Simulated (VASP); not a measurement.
# GaN (P6_3mc) in VASP: Born charges and dielectric tensor with RPBE

Aim: the Born charges and dielectric tensor of GaN with RPBE.

All numbers are computed with VASP 6.6.1; they aren't measurements. Logs are shortened: lines on timing, memory, paths and dates and some standing lists are left out, and cuts for length are marked.

**What was measured.**

“Studying electronic properties in GaN without electrical contacts using γ-γ vs e−-γ Perturbed Angular Correlations”, 2019, pmc:6823545 quotes, for a bulk crystal of GaN: band gap 3.503 ± 0.005 eV (direct).

The results are compared with them further down.

### 1 Starting point

It takes space group P6_3mc (No. 186, hexagonal). Conventional cell: a = 3.243 Å, b = 3.243 Å, c = 5.282 Å, α = 90.00°, β = 90.00°, γ = 120.00°. Around Ga (site symmetry 3m) lie 4 N at 1.98 to 1.99 Å. N (site symmetry 3m) is surrounded by 4 Ga at 1.98 to 1.99 Å.

The cell is a database's computed one.

### 2 Born charges and dielectric tensor, RPBE

Input file INCAR:

```
SYSTEM = GaN
  ALGO = Normal
  EDIFF = 1E-8
  ENCUT = 600
  GGA = RP
  IBRION = 8
  ISIF = 2
  ISMEAR = 0
  LASPH = .True.
  LCHARG = .False.
  LEPSILON = .True.
  LREAL = .False.
  LWAVE = .False.
  NELM = 100
  NSW = 1
  PREC = Accurate
  SIGMA = 0.02
```

Input file KPOINTS:

```
k-points
0
Gamma
  12 12 6
  0 0 0
```

Input file POSCAR:

```
GaN
1.0
    3.2428700000      0.0000000000      0.0000000000
   -1.6214400000      2.8084100000      0.0000000000
    0.0000000000      0.0000000000      5.2820100000
Ga N
2 2
Direct
    0.6666700000      0.3333300000      0.4990700000
    0.3333300000      0.6666700000      0.9990700000
    0.6666700000      0.3333300000      0.8759300000
    0.3333300000      0.6666700000      0.3759300000
```

Potentials or basis: VASP PAW PBE potentials, release 64 (Ga_d, N).

Run with:

```
cat potpaw_PBE.64/Ga_d/POTCAR potpaw_PBE.64/N/POTCAR > POTCAR
mpirun -np 1 vasp_std > vasp.out
```

OUTCAR:

```text
SYSTEM = GaN
   EDIFF = 1E-8
   ENCUT = 600
   GGA = RP
   IBRION = 8
   ISIF = 2
   ISMEAR = 0
   LASPH = .True.
   LEPSILON = .True.
   LREAL = .False.
   NELM = 100
   NSW = 1
   PREC = Accurate

 ion  position               nearest neighbor table
   1  0.667  0.333  0.499-   4 1.98   4 1.98   4 1.98   3 1.99
   2  0.333  0.667  0.999-   3 1.98   3 1.98   3 1.98   4 1.99
   3  0.667  0.333  0.876-   2 1.98   2 1.98   2 1.98   1 1.99
   4  0.333  0.667  0.376-   1 1.98   1 1.98   1 1.98   2 1.99

  LATTYP: Found a hexagonal cell.
 ALAT       =     3.2428700000
 C/A-ratio  =     1.6288071986

  Lattice vectors:

 A1 = (   3.2428700000,   0.0000000000,   0.0000000000)
 A2 = (  -1.6214400000,   2.8084100000,   0.0000000000)
 A3 = (   0.0000000000,   0.0000000000,   5.2820100000)

Analysis of symmetry for initial positions (statically):
=====================================================================
 Subroutine PRICEL returns:
 Original cell was already a primitive cell.

 Routine SETGRP: Setting up the symmetry group for a
 hexagonal supercell.

 Subroutine GETGRP returns: Found  4 space group operations
 (whereof  2 operations were pure point group operations)
 out of a pool of 24 trial point group operations.

The static configuration has the point symmetry C_1h.
 The point group associated with its full space group is C_2v.

Analysis of symmetry for dynamics (positions and initial velocities):
=====================================================================
 Subroutine PRICEL returns:
 Original cell was already a primitive cell.

 Routine SETGRP: Setting up the symmetry group for a
 hexagonal supercell.

 Subroutine GETGRP returns: Found  4 space group operations
 (whereof  2 operations were pure point group operations)
 out of a pool of 24 trial point group operations.

The dynamic configuration has the point symmetry C_1h.
 The point group associated with its full space group is C_2v.

 Subroutine INISYM returns: Found  4 space group operations
 (whereof  2 operations are pure point group operations),
 and found     1 'primitive' translations

----------------------------------------------------------------------------------------

                                     Primitive cell

  volume of cell :      48.1049

  direct lattice vectors                    reciprocal lattice vectors
     3.242870000  0.000000000  0.000000000     0.308368821  0.178037232  0.000000000
    -1.621440000  2.808410000  0.000000000     0.000000000  0.356073365  0.000000000
     0.000000000  0.000000000  5.282010000     0.000000000  0.000000000  0.189321868

  length of vectors
     3.242870000  3.242874404  5.282010000     0.356073849  0.356073365  0.189321868

  position of ions in fractional coordinates (direct lattice)
     0.666670000  0.333330000  0.499070000
     0.333330000  0.666670000  0.999070000
     0.666670000  0.333330000  0.875930000
     0.333330000  0.666670000  0.375930000

  ion indices of the primitive-cell ions
   primitive index   ion index
                 1           1
                 2           2
                 3           3
                 4           4

----------------------------------------------------------------------------------------

 KPOINTS: k-points

Automatic generation of k-mesh.
 Grid dimensions read from file:
 generate k-points for:   12   12    6

 Generating k-lattice:

  Cartesian coordinates                     Fractional coordinates (reciprocal lattice)
     0.025697402  0.014836436  0.000000000     0.083333333  0.000000000  0.000000000
     0.000000000  0.029672780  0.000000000     0.000000000  0.083333333  0.000000000
     0.000000000  0.000000000  0.031553645     0.000000000  0.000000000  0.166666667

  Length of vectors
     0.029672821  0.029672780  0.031553645
[... 749 lines left out ...]
  free energy    TOTEN  =        -0.73564348 eV

  energy without entropy =       -0.73564348

------------------------ aborting loop because EDIFF is reached ----------------------------------------

--------------------------------------- Ionic step        2  -------------------------------------------

------------------------ aborting loop because EDIFF is reached ----------------------------------------

--------------------------------------- Ionic step        3  -------------------------------------------

------------------------ aborting loop because EDIFF is reached ----------------------------------------

 PIEZOELECTRIC TENSOR FIELD DIRECTION 3  (e Angst)
 -----------------------------------------------------------------------------
     1.57549  0.00002  0.00000           (  0.11266  0.00000  0.00000)
     0.00002  1.57552 -0.00000           (  0.00000  0.11266 -0.00000)
     0.00000 -0.00000 -3.18596           (  0.00000 -0.00000 -0.22880)

 PIEZOELECTRIC TENSOR FIELD DIRECTION 3  (C/m^2)
 -----------------------------------------------------------------------------
     0.52473  0.00001  0.00000
     0.00001  0.52474 -0.00000
     0.00000 -0.00000 -1.06111

[... ionic steps 4 to 9 ...]

--------------------------------------- Ionic step       10  -------------------------------------------

------------------------ aborting loop because EDIFF is reached ----------------------------------------

[... ionic steps 11 to 11 ...]

--------------------------------------- Ionic step       12  -------------------------------------------

 Free energy of the ion-electron system (eV)
  ---------------------------------------------------
  ---------------------------------------------------
  free energy    TOTEN  =        -0.24590261 eV

  energy without entropy =       -0.24590261

------------------------ aborting loop because EDIFF is reached ----------------------------------------

 INTERNAL STRAIN TENSOR  FOR ION    3  DIRECTION 3   (eV/Angst):
 -----------------------------------------------------------------------------
     3.97078 -0.02137  0.03351
    -0.02137  3.94611 -0.01935
    -0.02518  0.01454 -7.42640

 MACROSCOPIC STATIC DIELECTRIC TENSOR (including local field effects in DFT)
 ------------------------------------------------------
           6.023250    -0.000048     0.000000
          -0.000048     6.023217     0.000000
          -0.000000     0.000000     6.246424
 ------------------------------------------------------

 PIEZOELECTRIC TENSOR (including local field effects)  for field in x, y, z        (e  Angst)
          XX          YY          ZZ          XY          YZ          ZX
  --------------------------------------------------------------------------------
  x     0.00000     0.00000     0.00000     0.00000    -0.00001     1.68564
  y     0.00000     0.00000     0.00000     0.00000     1.68565    -0.00001
  z     1.57549     1.57552    -3.18596     0.00002     0.00000     0.00000

 PIEZOELECTRIC TENSOR (including local field effects)  for field in x, y, z        (C/m^2)
          XX          YY          ZZ          XY          YZ          ZX
  --------------------------------------------------------------------------------
  x     0.00000     0.00000     0.00000     0.00000    -0.00000     0.56142
  y     0.00000     0.00000     0.00000     0.00000     0.56142    -0.00000
  z     0.52473     0.52474    -1.06111     0.00001     0.00000     0.00000

 BORN EFFECTIVE CHARGES (including local field effects) (in |e|, cummulative output)
 ---------------------------------------------------------------------------------
 ion    1
    1     2.64901     0.00000    -0.00001
    2     0.00000     2.64902     0.00000
    3     0.00002    -0.00001     2.79564
 ion    2
    1     2.64901     0.00000     0.00001
    2     0.00000     2.64902    -0.00000
    3    -0.00002     0.00001     2.79564
 ion    3
    1    -2.64901    -0.00000    -0.00001
    2    -0.00000    -2.64902     0.00001
    3     0.00001    -0.00000    -2.79564
 ion    4
    1    -2.64901    -0.00000     0.00001
    2    -0.00000    -2.64902    -0.00001
    3    -0.00001     0.00000    -2.79564

 INTERNAL STRAIN TENSOR FOR ION    4 for displacements in x,y,z  (eV/Angst):
          X           Y           Z          XY          YZ          ZX
  --------------------------------------------------------------------------------
  x     0.00069    -0.00514     0.00018    -7.68239    -0.01469     3.96676
  y    -7.54760     7.55020    -0.00010    -0.22260     4.23103     0.00676
  z     3.97078     3.94611    -7.42640    -0.02137    -0.01454    -0.03351

 SECOND DERIVATIVES (NOT SYMMETRIZED)
 ------------------------------------
               1X          1Y          1Z          2X          2Y          2Z          3X          3Y          3Z          4X          4Y          4Z
  1X   -11.286513   -0.001003    0.001269    0.323411    0.000499   -0.000380    1.076415   -0.000298    0.000269    9.886687    0.000802   -0.001158
  1Y    -0.001003  -11.287712   -0.000733    0.000499    0.323988    0.000220   -0.000298    1.076075   -0.000156    0.000802    9.887649    0.000669
  1Z     0.001452   -0.000838  -17.598147    0.000495   -0.000286    7.618059   -0.000815    0.000470    5.539580   -0.001132    0.000654    4.440508
  2X     0.323411    0.000499    0.000380  -11.286513   -0.001003   -0.001269    9.886687    0.000802    0.001158    1.076415   -0.000298   -0.000269
  2Y     0.000499    0.323988   -0.000220   -0.001003  -11.287712    0.000733    0.000802    9.887649   -0.000669   -0.000298    1.076075    0.000156
  2Z    -0.000495    0.000286    7.618059   -0.001452    0.000838  -17.598147    0.001132   -0.000654    4.440508    0.000815   -0.000470    5.539580
  3X     1.080669   -0.000367   -0.000440    9.886724    0.001338    0.001204  -11.554515   -0.002083   -0.001067    0.587121    0.001112    0.000303
  3Y    -0.000367    1.080249    0.000254    0.001338    9.888306   -0.000695   -0.002083  -11.556962    0.000616    0.001112    0.588408   -0.000175
  3Z     0.000154   -0.000089    5.513893    0.000896   -0.000517    4.437859   -0.000887    0.000512  -15.476963   -0.000163    0.000094    5.525211
  4X     9.886724    0.001338   -0.001204    1.080669   -0.000367    0.000440    0.587121    0.001112   -0.000303  -11.554515   -0.002083    0.001067
  4Y     0.001338    9.888306    0.000695   -0.000367    1.080249   -0.000254    0.001112    0.588408    0.000175   -0.002083  -11.556962   -0.000616
  4Z    -0.000896    0.000517    4.437859   -0.000154    0.000089    5.513893    0.000163   -0.000094    5.525211    0.000887   -0.000512  -15.476963

 Eigenvectors and eigenvalues of the dynamical matrix
 ----------------------------------------------------

   1 f  =   19.153899 THz   120.347499 2PiTHz  638.905312 cm-1    79.214127 meV
             X         Y         Z           dx          dy          dz
      1.621450  0.936127  2.636093     0.000048   -0.000028    0.021591
     -0.000020  1.872283  5.277098     0.000048   -0.000028   -0.021591
      1.621450  0.936127  4.626671    -0.000107    0.000062   -0.706777
     -0.000020  1.872283  1.985666    -0.000107    0.000062    0.706777
[... 71 lines left out ...]
  12 f/i=    0.007675 THz     0.048226 2PiTHz    0.256021 cm-1     0.031743 meV
             X         Y         Z           dx          dy          dz
      1.621450  0.936127  2.636093     0.000032   -0.000018    0.645126
     -0.000020  1.872283  5.277098    -0.000032    0.000018    0.645126
      1.621450  0.936127  4.626671    -0.000015    0.000009    0.289503
     -0.000020  1.872283  1.985666     0.000015   -0.000009    0.289503

--------------------------------------------------------------------------------------------------------

 MACROSCOPIC STATIC DIELECTRIC TENSOR IONIC CONTRIBUTION
 ------------------------------------------------------
           4.814548    -0.000323     0.000000
          -0.000323     4.814193    -0.000000
           0.000000    -0.000000     5.900011
 ------------------------------------------------------

 ELASTIC MODULI CONTR FROM IONIC RELAXATION (kBar)
 Direction    XX          YY          ZZ          XY          YZ          ZX
 --------------------------------------------------------------------------------
 XX        -420.1454    208.6821    198.8167     -4.8791      0.0000      0.0000
 YY         208.6821   -415.7726    194.5159      8.6687     -0.0000     -0.0000
 ZZ         198.8167    194.5159   -369.6314     -3.7252     -0.0000      0.0000
 XY          -4.8791      8.6687     -3.7252   -330.7673      0.0000     -0.0000
 YZ           0.0000     -0.0000     -0.0000      0.0000    -94.7819     -0.2495
 ZX           0.0000     -0.0000      0.0000      0.0000     -0.2495    -99.4863
 --------------------------------------------------------------------------------

 PIEZOELECTRIC TENSOR IONIC CONTR  for field in x, y, z        (C/m^2)
          XX          YY          ZZ          XY          YZ          ZX
  --------------------------------------------------------------------------------
  x     0.00000    -0.00000     0.00000    -0.00000    -0.00173    -0.65120
  y     0.00000    -0.00000    -0.00000    -0.00000    -0.63560     0.00018
  z    -0.74742    -0.73126     1.38958     0.01399     0.00000    -0.00000
```

It took 48 min on 1 thread of Intel Xeon 6975P-C (Granite Rapids), shared host; peak memory 1.3 GiB.

Results:

```yaml
Band_gap_on_the_k_mesh: 1.63 eV, direct
Electronic_dielectric_tensor_diagonal: 6.02, 6.02, 6.25
Born_charges_mean_of_the_diagonal: Ga +2.70; N -2.70 e
Highest_phonon_frequency_at_Γ_LO-TO_splitting_left_out: 639 cm⁻¹
```

Phonon frequencies in cm⁻¹ (negative: imaginary):
```tsv
q point	frequencies
(0.000, 0.000, 0.000)	0 0 0 135 135 313 482 506 506 513 513 639
```

Electronic dielectric tensor:
```
6.02 0.00 0.00
0.00 6.02 0.00
0.00 0.00 6.25
```

Born effective charge tensors (e):
atom 1, Ga
```
2.65 0.00 0.00
0.00 2.65 0.00
0.00 0.00 2.80
```
atom 2, Ga
```
2.65 0.00 0.00
0.00 2.65 0.00
0.00 0.00 2.80
```
atom 3, N
```
-2.65  0.00  0.00
 0.00 -2.65  0.00
 0.00  0.00 -2.80
```
atom 4, N
```
-2.65  0.00  0.00
 0.00 -2.65  0.00
 0.00  0.00 -2.80
```

### 3 Against experiment

Step 2. A measured gap of GaN is 3.503 eV (direct; quoted in “Studying electronic properties in GaN without electrical contacts using γ-γ vs e−-γ Perturbed Angular Correlations”, 2019, pmc:6823545); the calculated 1.63 eV misses it by -1.88 eV. So large a miss can be the level of theory's own, or it may mean another phase, state or a wrong row. Spin-orbit coupling on Ga is left out. The value is that of RPBE, without temperature or zero-point motion. Semilocal functionals fall short of measured gaps as a rule. The cell is a database's relaxed one, not the measured one, which moves gaps too.
